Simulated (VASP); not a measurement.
# PtSe2 (Sudovikovite): formation energy of interstitial B, part 5 of 5

How easily does interstitial B form in PtSe2 (Sudovikovite)? The host is relaxed first, then a supercell is run with and without the defect. The start is a cell from a database of measured crystal structures.

VASP 6.6.1, plane waves and PAW; the level of theory is named at each step.

So far. Step 6 (Reference Se): The run ended after 24 ionic steps, 0.125 eV below its first step, once forces and stress met EDIFFG = -0.02. Step 6 (Reference Se): Energy at zero smearing: -11.56101 eV.

The database entry behind the starting cell has ideal inner coordinates that were not refined, so it need not match the best structure at ambient conditions.

## 8. Going on with the relaxation

Level of this step: PBEsol; plane waves and PAW (Pt, Se, B) (VASP).

The relaxation goes on from where it stopped.

File INCAR:

```
SYSTEM = BPt12Se24
PREC = Normal
ENCUT = 320
EDIFF = 1E-05
NELM = 120
ISMEAR = 1
SIGMA = 0.2
LREAL = Auto
ALGO = Fast
GGA = PS
NBANDS = 160
LASPH = .TRUE.
LORBIT = 11
LWAVE = .FALSE.
LCHARG = .TRUE.
KPAR = 4
IBRION = 2
NSW = 50
ISIF = 2
EDIFFG = -0.03
POTIM = 0.25
MAXMIX = 40
ISYM = 2
```

File POSCAR:

```
BPt12Se24
1.0
   -5.6319574554      3.2516121530      4.8653305773
    5.6319574554     -3.2516121530      4.8653305773
    5.6319574554      9.7548364590    -14.5959917319
Pt Se B
12 24 1
Direct
    0.0322248360      0.0363881013      0.0000000000
    0.4677751640      0.4636118987      0.0000000000
    0.4953716704      0.9953716704      0.1635811169
    0.0059177787      0.5059177787      0.1706118558
    0.9960319425      0.9925057376      0.3337677738
    0.5052713889      0.5087975938      0.3337677738
    0.5093054027      0.0093054027      0.5062036018
    0.9906945973      0.4906945973      0.4937963982
    0.9947286111      0.9912024062      0.6662322262
    0.5039680575      0.5074942624      0.6662322262
    0.4940822213      0.9940822213      0.8293881442
    0.0046283296      0.5046283296      0.8364188831
    0.5273091438      0.7057065637      0.1767881104
    0.0458691010      0.2083355538      0.1638266776
    0.0444809448      0.7051378994      0.3390265845
    0.5238987543      0.1983245775      0.3266263146
    0.5345002801      0.7014378314      0.4990401887
    0.0373797139      0.2043172652      0.5009598113
    0.0274011812      0.6880581358      0.6609734155
    0.5440198003      0.2184456236      0.6733736854
    0.5543890781      0.7168555309      0.8361733224
    0.9969448226      0.1753422426      0.8232118896
    0.0344329035      0.7183464876      0.0000000000
    0.5379504548      0.1675741737      0.0000000000
    0.5030551774      0.3246577574      0.1767881104
    0.9456109219      0.7831444691      0.1638266776
    0.9559801997      0.2815543764      0.3266263146
    0.4725988188      0.8119418642      0.3390265845
    0.4626202861      0.2956827348      0.4990401887
    0.9654997199      0.7985621686      0.5009598113
    0.9761012457      0.3016754225      0.6733736854
    0.4555190552      0.7948621006      0.6609734155
    0.4541308990      0.2916644462      0.8361733224
    0.9726908562      0.7942934363      0.8232118896
    0.9620495452      0.3324258263      0.0000000000
    0.4655670965      0.7816535124      0.0000000000
    0.2500000000      0.2500000000      0.0000000000
```

File KPOINTS:

```
Automatic mesh
0
Gamma
4 4 4
0 0 0
```

The projector-augmented-wave data sets are Pt, Se and B (PBE family, release 64).

Started as:

```bash
$ mpirun -np 4 vasp_std
```

The program printed:

```text
[... set-up lines as in an earlier step ...]
 entering main loop
       N       E                     dE             d eps       ncg     rms          rms(c)
DAV:   1     0.119764923284E+04    0.11976E+04   -0.91343E+04  7688   0.101E+03
DAV:   2    -0.107033649158E+03   -0.13047E+04   -0.12533E+04  9104   0.231E+02
DAV:   3    -0.200999605882E+03   -0.93966E+02   -0.90449E+02  8736   0.596E+01
DAV:   4    -0.203781286082E+03   -0.27817E+01   -0.27363E+01  9352   0.101E+01
DAV:   5    -0.203849540386E+03   -0.68254E-01   -0.68059E-01  8880   0.148E+00    0.461E+01
RMM:   6    -0.196817791447E+03    0.70317E+01   -0.56476E+01  7680   0.153E+01    0.272E+01
RMM:   7    -0.194679175232E+03    0.21386E+01   -0.84796E+00  7680   0.670E+00    0.125E+01
RMM:   8    -0.194343525363E+03    0.33565E+00   -0.93279E-01  7680   0.218E+00    0.262E+00
RMM:   9    -0.194286452664E+03    0.57073E-01   -0.28705E-01  7789   0.104E+00    0.106E+00
RMM:  10    -0.194284246508E+03    0.22062E-02   -0.94246E-02  7970   0.525E-01    0.402E-01
RMM:  11    -0.194285288160E+03   -0.10417E-02   -0.20511E-02  8199   0.243E-01    0.257E-01
RMM:  12    -0.194285656645E+03   -0.36849E-03   -0.52258E-03  8110   0.129E-01    0.113E-01
RMM:  13    -0.194285677428E+03   -0.20782E-04   -0.15328E-03  8136   0.706E-02    0.364E-02
RMM:  14    -0.194285701928E+03   -0.24500E-04   -0.42683E-04  8658   0.294E-02    0.210E-02
RMM:  15    -0.194285700381E+03    0.15470E-05   -0.50886E-05  5907   0.127E-02
   1 F= -.19428570E+03 E0= -.19428619E+03  d E =-.194286E+03
 curvature:   0.00 expect dE= 0.000E+00 dE for cont linesearch  0.000E+00
 trial: gam= 0.00000 g(F)=  0.888E-02 g(S)=  0.000E+00 ort = 0.000E+00 (trialstep = 0.100E+01)
 search vector abs. value=  0.888E-02
 bond charge predicted
       N       E                     dE             d eps       ncg     rms          rms(c)
DAV:   1    -0.194292961066E+03   -0.72591E-02   -0.41360E-01  8096   0.128E+00    0.194E-01
RMM:   2    -0.194293884242E+03   -0.92318E-03   -0.10280E-02  7680   0.238E-01    0.622E-02
RMM:   3    -0.194294018768E+03   -0.13453E-03   -0.15326E-03  8117   0.922E-02    0.510E-02
RMM:   4    -0.194294017516E+03    0.12524E-05   -0.23113E-04  7953   0.359E-02    0.221E-02
RMM:   5    -0.194294021637E+03   -0.41209E-05   -0.58478E-05  7084   0.186E-02
   2 F= -.19429402E+03 E0= -.19429450E+03  d E =-.832126E-02
[... from here on, the cycles between the ionic steps are left out ...]
   3 F= -.19431096E+03 E0= -.19431147E+03  d E =-.252606E-01
   4 F= -.19432134E+03 E0= -.19432215E+03  d E =-.356399E-01
   5 F= -.19433038E+03 E0= -.19433128E+03  d E =-.903790E-02
   6 F= -.19433642E+03 E0= -.19433738E+03  d E =-.150835E-01
   7 F= -.19434086E+03 E0= -.19434192E+03  d E =-.195201E-01
   8 F= -.19435209E+03 E0= -.19435304E+03  d E =-.112306E-01
   9 F= -.19435809E+03 E0= -.19435881E+03  d E =-.172273E-01
  10 F= -.19435824E+03 E0= -.19435891E+03  d E =-.173777E-01
  11 F= -.19436247E+03 E0= -.19436308E+03  d E =-.423132E-02
  12 F= -.19436403E+03 E0= -.19436455E+03  d E =-.578982E-02
  13 F= -.19436716E+03 E0= -.19436768E+03  d E =-.313301E-02
  14 F= -.19436744E+03 E0= -.19436795E+03  d E =-.341331E-02
 curvature:  -3.97 expect dE=-0.170E-02 dE for cont linesearch -0.780E-08
 trial: gam= 0.30551 g(F)=  0.428E-03 g(S)=  0.000E+00 ort = 0.237E-05 (trialstep = 0.328E+01)
 search vector abs. value=  0.697E-03
 bond charge predicted
       N       E                     dE             d eps       ncg     rms          rms(c)
DAV:   1    -0.194367585453E+03   -0.15125E-03   -0.24947E-01  7680   0.100E+00    0.166E-01
RMM:   2    -0.194368561018E+03   -0.97557E-03   -0.78873E-03  7680   0.193E-01    0.192E-01
RMM:   3    -0.194368467511E+03    0.93508E-04   -0.11815E-03  8023   0.734E-02    0.122E-01
RMM:   4    -0.194368384961E+03    0.82550E-04   -0.40050E-04  7750   0.405E-02    0.488E-02
RMM:   5    -0.194368389570E+03   -0.46090E-05   -0.19589E-04  7736   0.285E-02    0.291E-02
RMM:   6    -0.194368389748E+03   -0.17768E-06   -0.34081E-05  4998   0.126E-02
  15 F= -.19436839E+03 E0= -.19436893E+03  d E =-.948536E-03
 trial-energy change:   -0.000949  1 .order   -0.000899   -0.001406   -0.000392
 step:   4.1996(harm=  4.5461)  dis= 0.00488  next Energy=  -194.368446 (dE=-0.100E-02)
 reached required accuracy - stopping structural energy minimisation
```

Elapsed: 31 min, on 4 MPI ranks of Intel Xeon Platinum 8488C (Sapphire Rapids), shared host; peak memory 3.8 GiB.

OUTCAR, selected parts (step 8):

```text
   NELECT =     267.0000    total number of electrons

 E-fermi :   6.7834

 k-point     1 :       0.0000    0.0000    0.0000
  band No.  band energies     occupation
    ...
    134       6.5401      2.07089
    135       6.6425      1.92288
    136       6.6861      1.72507
    137       6.8042      0.82555
    138       6.8210      0.68847
    139       6.8739      0.31427
    140       7.0849     -0.05467
    141       7.1988     -0.01237
    142       7.2421     -0.00554
    143       7.3461     -0.00051
    ...

  Total        8.6970014      7.3690063     -1.6844323     -1.1500775     -0.6689474      1.1586423
  in kB       19.5487809     16.5637652     -3.7862013     -2.5850994     -1.5036339      2.6043510
  external PRESSURE =      10.7754483 kB  Pullay stress =       0.0000000 kB

 POSITION                                       TOTAL-FORCE (eV/Angst)
 -----------------------------------------------------------------------------------
     -0.02691      0.01554      0.34496        -0.005942      0.003430      0.018829
      0.02691     -0.01554      4.52037         0.005942     -0.003430     -0.018829
      3.75108     -0.00616      4.86533         0.002902      0.005026     -0.000000
      3.76376      0.01581     -0.00000         0.001750      0.003031     -0.000000
      1.87742      3.26782      4.80916         0.002316      0.007604     -0.007506
      1.89131      3.25980      0.05617         0.005427      0.005808      0.007506
      0.01691      6.53252     -4.86533        -0.006127     -0.010613     -0.000000
     -0.01691      6.47393      0.00000         0.006127      0.010613     -0.000000
      3.74065      6.49503     -0.05617        -0.005427     -0.005808     -0.007506
      3.75454      6.48702     -4.80916        -0.002316     -0.007604      0.007506
      7.50015      6.48742     -4.86533        -0.001750     -0.003031     -0.000000
      7.51283      6.50939     -9.73066        -0.002902     -0.005026      0.000000
      2.01045      1.14046      3.45810         0.001447     -0.002810     -0.010692
      1.79635      1.05667     -1.11018        -0.003680      0.007642      0.012700
      5.62103      1.13364     -1.29083         0.008917      0.013411     -0.008573
      0.01247      4.29340     -1.26349         0.009870     -0.001206      0.000774
      3.74802      4.31290     -1.27843        -0.000562      0.002098     -0.005502
      3.77089      4.35251     -6.14376        -0.002098     -0.000562     -0.005502
      7.46071      4.32006     -6.15617        -0.007156     -0.014427     -0.008573
      1.92000      7.59734     -6.12883         0.005980     -0.007944      0.000774
      5.61502      7.67082     -5.97551        -0.008458     -0.000634      0.012700
      0.01756     10.69512     -6.27256         0.003157      0.000152     -0.010692
      3.77522     -2.17962      3.58709         0.005874     -0.003392      0.011555
     -2.13217      1.23101      3.37967        -0.010707      0.006182     -0.004451
[...]
-----------------------------------------------------------------------------------
    total drift:                               -0.000000     -0.000000      0.000000

  FREE ENERGIE OF THE ION-ELECTRON SYSTEM (eV)
  ---------------------------------------------------
  free  energy   TOTEN  =      -194.3683897478 eV

  energy  without entropy=     -194.3700076687  energy(sigma->0) =     -194.36892905

[... 7 parts as in an earlier step ...]

[... 11 further parts left out ...]
```

This run has no spin polarisation. Its electron count is odd, so without a moment it is a metal by construction. The run keeps the 4 symmetry operations of its start, so it cannot find a distortion of lower symmetry.

The steps of the relaxation:

| step | energy less that of the first step (eV) | largest force (eV/Å) |
| --- | --- | --- |
| 1 | 0.0000 | 0.1665 |
| 2 | -0.0083 | 0.1620 |
| 3 | -0.0253 | 0.1608 |
| 4 | -0.0356 | 0.2162 |
| 5 | -0.0447 | 0.2114 |
| 6 | -0.0507 | 0.2055 |
| 7 | -0.0552 | 0.1990 |
| 8 | -0.0664 | 0.1308 |
| 9 | -0.0724 | 0.0702 |
| 10 | -0.0725 | 0.0802 |
| 11 | -0.0768 | 0.0586 |
| 12 | -0.0783 | 0.0605 |
| 13 | -0.0815 | 0.0441 |
| 14 | -0.0817 | 0.0437 |
| 15 | -0.0827 | 0.0200 |

The atoms that moved most (Å):

| atom | dx | dy | dz | length |
| --- | --- | --- | --- | --- |
| Se23 | -0.077 | 0.044 | -0.075 | 0.116 |
| Se36 | 0.077 | -0.044 | 0.075 | 0.116 |
| Se24 | -0.046 | 0.027 | -0.053 | 0.075 |
| Se35 | 0.046 | -0.027 | 0.053 | 0.075 |
| Se26 | 0.009 | -0.042 | -0.044 | 0.062 |
| Se21 | -0.009 | 0.042 | 0.044 | 0.062 |
| Se33 | 0.041 | 0.013 | -0.044 | 0.062 |
| Se14 | -0.041 | -0.013 | 0.044 | 0.062 |

Final coordinates:

```
Pt Se B
1.0
    -5.63196    3.25161    4.86533
     5.63196   -3.25161    4.86533
     5.63196    9.75484  -14.59599
Pt Se B
12 24 1
Direct
  0.03784 0.03306 0.00000
  0.46216 0.46694 0.00000
  0.49905 0.99905 0.16603
  0.00243 0.50243 0.16829
  0.99672 0.99549 0.33458
  0.50703 0.50826 0.33458
  0.50451 0.00451 0.50300
  0.99549 0.49549 0.49700
  0.99297 0.99174 0.66542
  0.50328 0.50451 0.66542
  0.49757 0.99757 0.83171
  0.00095 0.50095 0.83397
  0.53075 0.71079 0.17693
  0.04839 0.20637 0.16098
  0.04166 0.70305 0.33668
  0.53035 0.20191 0.33065
  0.53181 0.69933 0.49797
  0.03790 0.20542 0.50203
  0.03164 0.69302 0.66332
  0.53840 0.20996 0.66935
  0.56545 0.72342 0.83902
  0.99997 0.18001 0.82307
  0.03348 0.70380 0.00000
  0.53661 0.15803 0.00000
  0.50003 0.31999 0.17693
  0.93455 0.77658 0.16098
  0.96160 0.29004 0.33065
  0.46836 0.80698 0.33668
  0.46210 0.29458 0.49797
  0.96819 0.80067 0.50203
  0.96965 0.29809 0.66935
  0.45834 0.79695 0.66332
  0.45161 0.29363 0.83902
  0.96925 0.78921 0.82307
  0.96339 0.34197 0.00000
  0.46652 0.79620 0.00000
  0.25000 0.25000 0.00000
```

Numbers from this step:

```
electronic cycles                               : 108
electrons                                       : 267
free energy (TOTEN)                             : -194.3684 eV
energy at zero smearing                         : -194.3689 eV
Fermi energy                                    : 6.783 eV
labelled metallic, from the levels on this mesh : yes
```

Valence density in the ab plane at fractional z = 0.000, through the centre, with atoms of Pt and Se and B within 0.45 Å of it. It is the smooth field of the valence electrons, not physical close to the nuclei.

Values in e/Å³, 12 rows by 16 columns, each cell a mean:
```
1.6 1.1 0.4 0.1 0.0 0.1 0.2 0.3 0.4 0.2 0.1 0.1 0.1 0.1 0.4 1.0
0.5 0.4 0.2 0.1 0.1 0.2 0.5 0.6 0.7 0.6 0.2 0.1 0.0 0.1 0.1 0.3
0.7 0.7 0.5 0.2 0.2 0.4 0.7 0.2 0.7 0.5 0.1 0.0 0.0 0.0 0.2 0.5
0.2 0.5 0.6 0.2 0.1 0.3 0.6 0.7 0.6 0.2 0.1 0.0 0.0 0.1 0.4 0.8
0.7 0.5 0.2 0.1 0.1 0.1 0.3 0.6 0.5 0.2 0.1 0.1 0.1 0.1 0.3 0.7
0.3 0.2 0.1 0.0 0.1 0.3 1.2 2.2 1.9 0.7 0.2 0.1 0.1 0.1 0.2 0.3
0.7 0.4 0.1 0.1 0.2 0.7 2.1 3.1 2.2 0.7 0.2 0.1 0.1 0.1 0.3 0.6
0.7 0.6 0.2 0.2 0.4 0.8 1.1 1.2 0.7 0.3 0.1 0.1 0.1 0.3 0.7 0.2
0.7 0.4 0.3 0.5 0.5 0.6 0.4 0.4 0.5 0.5 0.4 0.2 0.2 0.4 0.7 0.6
0.4 0.5 0.6 0.7 0.5 0.3 0.3 0.7 0.5 0.5 0.6 0.2 0.1 0.2 0.3 0.4
1.6 1.7 1.0 0.5 0.2 0.2 0.4 0.8 0.5 0.6 0.4 0.1 0.1 0.1 0.2 0.7
3.1 2.6 1.1 0.3 0.1 0.1 0.2 0.5 0.5 0.3 0.1 0.1 0.1 0.1 0.5 1.7
```
Columns run along a (8.1 Å), rows up along b (8.1 Å). Atoms in or near the plane, at fractional coordinates: Pt at (0.04, 0.03), Pt at (0.46, 0.47), Se at (0.03, 0.70), Se at (0.54, 0.16), Se at (0.96, 0.34), Se at (0.47, 0.80), B at (0.25, 0.25).

The run ended after 15 ionic steps, 0.083 eV below its first step, once the forces on the free atoms met EDIFFG = -0.03.

B hardly moves from its start, within the 4 symmetry operations kept, and its nearest atoms are 2 Pt at 2.09 Å.

## 9. Formation energies

This step: point defect, PBEsol; plane waves and PAW (VASP 6.6.1).

No new run; the numbers come from the runs before.

Numbers from this step:

```
formation energy of the neutral defect : 3.513 eV
host formation enthalpy                : -0.4098 eV/atom
```

Formation energy:

| formation energy (eV) | largest move (Å) |
| --- | --- |
| 3.513 | 0.3626 |

The formation energy is the energy of the relaxed defect cell less that of the perfect cell, with each removed atom booked to its reference and each added atom taken from it.

References, in eV an atom: B -7.033 (crystal R-3m), Pt -6.967 (crystal Fm-3m) and Se -3.854 (crystal P3_121). They were run at the supercell's cutoff and functional, without U, and count both elements from their own phases.

## 10. Defect, other settings

This step: PBEsol; plane waves and PAW (Pt, Se, B) (VASP 6.6.1).

The run is repeated with some settings moved, to see what they change.

File INCAR:

```
SYSTEM = BPt12Se24
PREC = Normal
ENCUT = 700
EDIFF = 1E-05
NELM = 120
ISMEAR = 1
SIGMA = 0.2
LREAL = Auto
ALGO = Fast
GGA = PS
NBANDS = 160
LASPH = .TRUE.
LORBIT = 11
LWAVE = .FALSE.
LCHARG = .FALSE.
KPAR = 4
ISYM = 1
```

File POSCAR:

```
BPt12Se24
1.0
   -5.6319574554      3.2516121530      4.8653305773
    5.6319574554     -3.2516121530      4.8653305773
    5.6319574554      9.7548364590    -14.5959917319
Pt Se B
12 24 1
Direct
    0.0378402301      0.0330620629      0.0000000000
    0.4621597699      0.4669379371      0.0000000000
    0.4990524094      0.9990524094      0.1660349429
    0.0024304430      0.5024304430      0.1682869653
    0.9967194863      0.9954865947      0.3345838139
    0.5070319653      0.5082648570      0.3345838139
    0.5045050244      0.0045050244      0.5030033496
    0.9954949756      0.4954949756      0.4969966504
    0.9929680347      0.9917351430      0.6654161861
    0.5032805137      0.5045134053      0.6654161861
    0.4975695570      0.9975695570      0.8317130347
    0.0009475906      0.5009475906      0.8339650571
    0.5307496295      0.7107948101      0.1769269597
    0.0483940564      0.2063686654      0.1609813156
    0.0416637864      0.7030487924      0.3366751262
    0.5303490564      0.2019113915      0.3306513122
    0.5318122020      0.6993335801      0.4979698294
    0.0379027136      0.2054240917      0.5020301706
    0.0316383976      0.6930234036      0.6633248738
    0.5383951097      0.2099574449      0.6693486878
    0.5654501194      0.7234247284      0.8390186844
    0.9999687604      0.1800139412      0.8230730403
    0.0334775332      0.7037987186      0.0000000000
    0.5366139005      0.1580299795      0.0000000000
    0.5000312396      0.3199860588      0.1769269597
    0.9345498806      0.7765752716      0.1609813156
    0.9616048903      0.2900425551      0.3306513122
    0.4683616024      0.8069765964      0.3366751262
    0.4620972864      0.2945759083      0.4979698294
    0.9681877980      0.8006664199      0.5020301706
    0.9696509436      0.2980886085      0.6693486878
    0.4583362136      0.7969512076      0.6633248738
    0.4516059436      0.2936313346      0.8390186844
    0.9692503705      0.7892051899      0.8230730403
    0.9633860995      0.3419700205      0.0000000000
    0.4665224668      0.7962012814      0.0000000000
    0.2500000000      0.2500000000      0.0000000000
```

File KPOINTS:

```
Automatic mesh
0
Monkhorst-Pack
4 4 4
0 0 0
```

Started as:

```bash
$ mpirun -np 4 vasp_std
```

The program printed:

```text
[... set-up lines as in an earlier step ...]
 entering main loop
       N       E                     dE             d eps       ncg     rms          rms(c)
DAV:   1     0.188198698192E+04    0.18820E+04   -0.14499E+05  6400   0.191E+03
DAV:   2    -0.313639829974E+02   -0.19134E+04   -0.18435E+04  7216   0.316E+02
DAV:   3    -0.197838371410E+03   -0.16647E+03   -0.15866E+03  7448   0.829E+01
DAV:   4    -0.203846702219E+03   -0.60083E+01   -0.58350E+01  7552   0.155E+01
[...]
RMM:  12    -0.194368171161E+03   -0.30006E-03   -0.27764E-03  7812   0.906E-02    0.578E-02
RMM:  13    -0.194368200536E+03   -0.29374E-04   -0.61913E-04  7490   0.484E-02    0.341E-02
RMM:  14    -0.194368209267E+03   -0.87314E-05   -0.19260E-04  7816   0.219E-02    0.197E-02
 hard stop encountered!  aborting job ...
 [... a notice as in an earlier step ...]

 soft stop encountered!  aborting job ...
```

Elapsed: 16 min, on 4 MPI ranks.

The run was stopped at its time limit, so it gives no result of its own.

## 11. What came out

```
formation energy at charge 0 : 3.513 eV
host formation enthalpy      : -0.410 eV/atom
```

In words: Interstitial B costs 3.51 eV at the one site run, which need not be the lowest, with every exchanged atom at the energy of its element. B hardly moves from its start, within the 4 symmetry operations kept, and its nearest atoms are 2 Pt at 2.09 Å. The crystal is layered and no dispersion term is used, so the spacing and binding between its layers, and what hangs on them, are unreliable. With metallic smearing the value can move by tenths of an eV with the k mesh. The supercell of 36 atoms is small, so interactions between images remain.

[Lines on the potential files, build, host, timing and source positions are cut from VASP's logs without a mark.]

[Logs are printed without paths, hosts, clocks, repeated set-up lines and the standing remarks that a program may print on its own settings, such as how far it seeks lower states.]

[Hosts, paths, dates, database ids (printed as entryN), source tags and the programs' standing remarks are cut or masked in the printed files.]

[In band tables of VASP the shares of atoms and orbitals are scaled to a sum of 1 inside the atoms' spheres.]

[Runs that stopped without an error message from VASP are left out.]
